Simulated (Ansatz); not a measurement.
Computed with DFT PBE, scalar-relativistic, plane waves, PAW (Ansatz 0.2.0). Settings: cutoff 420 eV, Γ-centred meshes spaced at most about 0.3 Å⁻¹, and about 0.25 Å⁻¹ or finer for metals (2π included), Gaussian smearing. No spin polarisation in the final relaxations.

Temperature and zero-point effects are left out.

Compare these two cells of TaN, each relaxed at this level.

A.

```yaml
crystal:
  lattice:
    - [2.96244, 0.00000, 0.00000]
    - [0.00000, 2.96244, 0.00000]
    - [0.00000, 0.00000, 3.09187]
  atoms:
    - { symbol: Ta, position: [0.00000, 0.00000, 0.50000] }
    - { symbol: N, position: [0.50000, 0.50000, 0.50000] }
```

B.

```yaml
crystal:
  lattice:
    - [0.00000, 2.20854, 2.20854]
    - [2.20854, 0.00000, 2.20854]
    - [2.20854, 2.20854, 0.00000]
  atoms:
    - { symbol: Ta, position: [0.00000, 0.00000, 0.00000] }
    - { symbol: N, position: [0.50000, 0.50000, 0.50000] }
```

**Question.** Which would you expect to be lower, and how large is the difference?

**Answer.** B is lower, by 178 meV/atom. A has space group P4/mmm (No. 123), 13.6 Å³/atom and no gap on its mesh; B has the rock salt type, space group Fm-3m (No. 225), 10.8 Å³/atom and no gap. Counting N atoms around Ta (those within 1.25 times the shortest such distance or 1.15 times the sum of covalent radii, 1.27 where that leaves under three), A has Ta 4 and B has Ta 6. The denser one is the lower, and pressure would at first widen the difference. In A, around Ta lie 4 N at 2.09 Å and 6 Ta at 2.96–3.09 Å; N is surrounded by 4 Ta at 2.09 Å. In B, around Ta lie 6 N at 2.21 Å and 12 Ta at 3.12 Å; N has 6 Ta at 2.21 Å. Both come from invented guesses. A third cell relaxed alike, in P-6m2 (a cell as deposited in COD), lies 0.31 eV/atom below the lower of the two.

Spin–orbit coupling, which can matter for Ta, is left out. Cells relaxed within their symmetry can be saddle points.

Rock salt wins over the tetragonal cell because it gives each Ta six N neighbours instead of four. The Ta–N bonds lengthen from 2.09 to 2.21 Å, as expected when the bonding is shared among more contacts, but the larger number more than compensates. In the octahedral site all three N 2p orbitals can form σ bonds with Ta 5d, whereas in the square-planar arrangement the out-of-plane one is left with weaker π overlap. The shorter Ta–Ta contacts in A evidently don't make up for this.

Rock salt is nevertheless not the ground state, since the P-6m2 cell lies 0.31 eV/atom lower. That cell is probably of the tungsten carbide type, with trigonal-prismatic coordination. This fits the electron count: a group 5 nitride has more valence electrons than are needed to fill the p–d bonding bands of rock salt, and the surplus enters metal d states that the prismatic structure accommodates better. Rock salt TaN, known from thin films, is thus best regarded as metastable when stoichiometric.
